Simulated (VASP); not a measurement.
Input of a VASP 6.6.1 run:

INCAR

```
PREC = Accurate
ENCUT = 600
EDIFF = 1E-6
ISMEAR = 0
SIGMA = 0.03
LREAL = False
LASPH = True
NELM = 120
ALGO = Normal
ISIF = 3
LWAVE = False
LCHARG = False
GGA = CA
IBRION = 2
NSW = 40
EDIFFG = -0.005
LATTICE_CONSTRAINTS = .TRUE. .TRUE. .FALSE.
KPAR = 2
```

The input KPOINTS:

```
Automatic mesh
0
Gamma
  12 12 1
```

The input POSCAR:

```
Bi2Se3
1.0
    4.1400000000      0.0000000000      0.0000000000
   -2.0700000000      3.5853451700      0.0000000000
    0.0000000000      0.0000000000     23.0200000000
Se Bi
3 2
Direct
    0.6666670000      0.3333330000      0.3475238900
    0.0000000000      0.0000000000      0.5000000000
    0.3333330000      0.6666670000      0.6524761100
    0.3333330000      0.6666670000      0.4161598600
    0.6666670000      0.3333330000      0.5838401400
```

Potentials or basis: VASP PAW LDA potentials, release 64 (Se, Bi_d).

Launch:

```console
$ cat potpaw_LDA.64/Se/POTCAR potpaw_LDA.64/Bi_d/POTCAR > POTCAR
$ mpirun -np 2 vasp_std > vasp.out
```

(1) Estimate the relaxed cell.

(2) Estimate the space group after relaxing (to 0.05 Å).

Results:

(1) a = 4.081 Å, b = 4.081 Å, c = 23.020 Å, α = 90.00°, β = 90.00°, γ = 120.00°.

(2) P-3m1 (No. 164).
